**Shifting the Sn sublattice of layered SnO₂ towards oxygen**

The Sn atoms sit in a single well, and its walls steepen because each shift squeezes one Sn–O bond while stretching the opposite one. The squeezed bond stiffens faster than the stretched bond softens. The same squeezed bond also raises the pressure.

SnO₂ (R-3m, 3-atom cell, conventional a = 3.234, c = 14.402 Å, not relaxed at this level) was computed with Ansatz 0.2.0: r2SCAN, plane-wave PAW, scalar-relativistic, no spin polarisation, 500 eV cutoff, 12×12×12 k mesh, 0.05 eV Gaussian smearing. All Sn atoms move along one Sn–O bond, all else fixed; energies are relative to the unshifted cell, and pressure is positive in compression.

| displacement (Å) | energy change (eV a cell) | force along direction (eV/Å summed over the moved atoms) | pressure (GPa) | gap on mesh (eV) |
| --- | --- | --- | --- | --- |
| -0.3 | 0.805 | 6.484 | 2.08 | 2.239 |
| -0.15 | 0.171 | 2.409 | -5.09 | 2.386 |
| 0 | 0.000 | 0.000 | -7.18 | 2.436 |
| 0.075 | 0.041 | -1.108 | -6.67 | 2.424 |
| 0.1125 | 0.094 | -1.722 | -6.02 | 2.408 |
| 0.1875 | 0.276 | -3.196 | -3.85 | 2.358 |
| 0.225 | 0.412 | -4.115 | -2.27 | 2.325 |
| 0.2625 | 0.586 | -5.198 | -0.31 | 2.286 |

**What is moved, and why the negative rows fit in**

All Sn atoms move together along the line of one Sn–O bond, while the oxygen atoms stay where they are. The energy is therefore the cost of shifting a whole sublattice in a rigid surrounding. It is not the barrier for a single Sn atom to hop. The bond ahead of the Sn atom shortens, and the bond behind it, on the same line, lengthens by the same amount.

The centred Sn site has inversion symmetry: every oxygen neighbour has a partner straight opposite. A shift of −0.15 Å therefore gives the same energy, pressure and gap as one of +0.15 Å, and only the force changes sign. Read by distance from the centre, the row at −0.15 Å belongs between those at 0.1125 and 0.1875 Å, and the row at −0.3 Å is the far end of the curve. In that order energy and pressure rise at every step and the gap falls at every step, so no row is irregular.

**From a spring to a hard contact**

Take first the limit of a very small shift. One bond is slightly too short and the other slightly too long, and both drive the Sn atom back to the centre. The restoring force is then proportional to the shift, as for a spring. At 0.075 Å it amounts to 14.8 eV/Å for each Å of shift.

Now take the opposite limit, a strong squeeze. Closed electron shells repel each other with a force that grows roughly exponentially as they approach, whereas a stretched bond weakens. The short bond then carries most of the load. In the row at −0.3 Å it has shrunk from 2.125 to 1.825 Å, and the force per Å of shift has risen to 21.6 eV/Å.

The energy records the same change, since it is the work done against this force. Doubling the shift from 0.15 to 0.3 Å would multiply the energy of a perfect spring by 4. Here it is multiplied by 4.7.

**Two opposed bonds as a model**

Let d be the distance from the centre, whatever the sign of the displacement. Each of the two bonds on the line is given a Morse force, a standard form that is steep in compression and soft in extension. Its rest length is taken as the bond length of the centred cell. This is a simplification: each oxygen atom there is still pulled towards its Sn layer with 0.63 eV/Å, a sign that the bonds are already under tension. Equal tension in two opposed bonds cancels in the force on Sn. The short bond pushes with c·[exp(2ad) − exp(ad)], and the long one pulls with c·[exp(−ad) − exp(−2ad)].

The restoring force is the sum of the two. The constant a sets how steeply the bond stiffens, and c sets the scale of the force. Both were fitted to the forces of the rows with d below 0.2 Å, which gave a = 2.1 per Å and c = 3.419 eV/Å. The row at −0.3 Å was not part of the fit, and there ad = 2.1 × 0.3 = 0.63:

- short bond: exp(1.26) − exp(0.63) = 3.5254 − 1.8776 = 1.6478
- long bond: exp(−0.63) − exp(−1.26) = 0.5326 − 0.2837 = 0.2489
- restoring force: 3.419 × (1.6478 + 0.2489) = 6.48 eV/Å

The calculation gives 6.484 eV/Å. A spring that kept its stiffness from 0.075 Å would give only 4.43 eV/Å. A spring with an added cubic term, fitted to the same rows, comes much closer but is still 0.10 eV/Å too weak. The printed output after this text has the comparison for the other rows.

A good fit to the total force does not prove that the two bonds share the load in this way, but the forces on the oxygen atoms support it. Between the centred cell and the row at −0.3 Å, the force along the line changes by 5.58 eV/Å on the oxygen atom at the short bond and by 0.90 eV/Å on the one at the long bond. The model gives 5.63 and 0.85 eV/Å. Each oxygen atom also has two other Sn neighbours, which move as well, so this is not a strict measurement of single bonds.

For a quick guess, the formula can be expanded for small d. The force per Å of shift then exceeds its small-shift limit by a fraction of about (7/6)·(ad)². This is 12 % at 0.15 Å and 46 % at 0.3 Å, where the full formula gives about 50 %. The excess starts with the square of d because the two bonds are equal and opposed. With only one bond on the line, the stiffness would change in proportion to d itself, rising on squeezing and falling on stretching.

**The pressure as a separate test**

A squeezed bond pushes on the cell as well as on the Sn atom. Its contribution to the pressure is its force times its length, divided by three times the cell volume; a stretched bond enters with the opposite sign. The constants found from the forces can be used again without change. For the row at −0.3 Å, with a volume of 3 × 14.50 = 43.5 Å³:

- short bond: 3.419 × 1.6478 × 1.825 = 10.28 eV
- long bond: 3.419 × 0.2489 × 2.425 = 2.06 eV
- pressure rise: (10.28 − 2.06) / (3 × 43.5) = 0.063 eV/Å³, or about 10.1 GPa

The calculation gives a rise of 9.26 GPa, so the model is 9 % too high here. In the other shifted rows it is 10 to 12 % too high.

The stress shows where the excess comes from. In this row the stress along the bond rises by 30.1 GPa, close to the model's 3 × 10.09 = 30.3 GPa. Across the bond the cell comes under slightly more tension, which the model leaves out. A likely reason is that the other four Sn–O bonds, nearly at right angles to the shift, are stretched a little on average.

This matters when the pressure column is read. In the row at 0.2625 Å the pressure is only −0.31 GPa, which looks like a cell at rest. It is in fact an average over strong compression along the bond and tension in other directions. The centred cell is not at rest either: it was not relaxed at this level of theory, and its −7.18 GPa means that it tends to contract.

**Where two bonds are not enough**

The Sn atom also feels a sideways force, at right angles to its shift. The two-bond model gives none. Per Å of shift this force grows by only about 4 % between the smallest and the largest shift, while the force along the bond grows by 46 %. The stiffening thus belongs to the bond line, but part of the ordinary springiness comes from elsewhere.

Adding the other four bonds as equal springs does not repair this. Six such springs would hold the Sn atom 1.7 times as stiffly within the layer as across it. At 0.075 Å the calculation gives the reverse, 13.2 eV/Å² within the layer and 20.2 eV/Å² across it. Longer-range electric forces and resistance to bending of the bond angles are plausible causes, but these data do not separate them. The constants a and c therefore describe the force along this line and should not be read as properties of an isolated Sn–O bond.

**Why there is no second well**

Some oxides lower their energy when the metal atom moves off centre, and the energy curve then has two wells. One common driving force is a lone pair of s electrons on the metal, which finds room on one side. Another is a set of empty d orbitals low enough in energy to bond with oxygen, as in some titanates. Sn(IV) has given up its 5s electrons and its 4d shell is full, so repulsion from the nearest oxygen meets neither opponent. That is an argument from known chemistry; the table itself shows only that the energy rises on both sides, as far as the scan reaches.

The result reaches further than one line. The stiffness is positive both within the layer and across it, and by symmetry these two values fix the response to a small shift in any direction. With the oxygen positions and the cell as given, the centred site is therefore stable against any small common shift of all Sn atoms. Patterns in which neighbouring cells shift differently were not calculated.

**The gap**

The gap narrows from 2.436 eV in the centred cell to 2.239 eV at −0.3 Å. Since it is the same for either sign of the shift, a smooth curve has to start with the square of d. The drop follows that square closely, at roughly 2 eV/Å² in every shifted row. Symmetry explains this form but not why the gap shrinks instead of growing. To settle that, one would have to follow the filled and the empty band edge separately. The gaps are also those found on the k mesh, which can miss the true band edges, and r2SCAN usually makes the gaps of oxides too small.

The analysis program printed:

```
fit of restoring on 5 rows (d < 0.2): coefficient of (exp(2*s*d) - exp(s*d) + exp(-s*d) - exp(-2*s*d)) 3.419 +/- 0.00021, s 2.1; rms 0.000215, worst -0.15 -0.000315, leave-one-out rms 0.000317
  rows outside the fit (model, value, miss): -0.3 6.485, 6.484, 0.000537; 0.225 4.115, 4.115, -0.000256; 0.2625 5.198, 5.198, 7.46e-05
fit of restoring on 5 rows (d < 0.2): coefficient of d 14.33 +/- 0.0071, coefficient of d**3 77.19 +/- 0.26; rms 0.00056, worst -0.15 0.000921, leave-one-out rms 0.00182
  rows outside the fit (model, value, miss): -0.3 6.383, 6.484, -0.101; 0.225 4.103, 4.115, -0.0116; 0.2625 5.158, 5.198, -0.0403
Changes from the centred cell, GPa:
     row  pressure  two-bond model pressure  stress along bond  sum of two stresses across bond
    -0.3      9.26                    10.09              30.14                           -2.357
   -0.15      2.09                    2.323              6.945                          -0.6746
     0.0         0                        0                  0                                0
   0.075      0.51                   0.5686              1.702                          -0.1717
  0.1125      1.16                    1.291              3.861                          -0.3807
  0.1875      3.33                    3.687              11.02                           -1.027
   0.225      4.91                    5.411              16.16                           -1.433
  0.2625      6.87                     7.53              22.49                           -1.882
Shortest Sn-O bond at the largest shift, A: 1.825
Energy at 0.3 A over energy at 0.15 A (parabola gives 4): 4.708
Restoring force per shift at the smallest shift, eV/A2: 14.77
Restoring force per shift at the largest shift, eV/A2: 21.61
Force at 0.3 A if the smallest-shift stiffness held, eV/A: 4.432
Smallest sideways Sn force per shift, eV/A2: 2.944
Largest sideways Sn force per shift, eV/A2: 3.053
Stiffness in the layer plane at 0.075 A, eV/A2: 13.17
Stiffness across the layer at 0.075 A, eV/A2: 20.19
In-plane over across stiffness for six equal bond springs: 1.691
Smallest gap drop per squared shift, eV/A2: 2.133
Largest gap drop per squared shift, eV/A2: 2.222
```
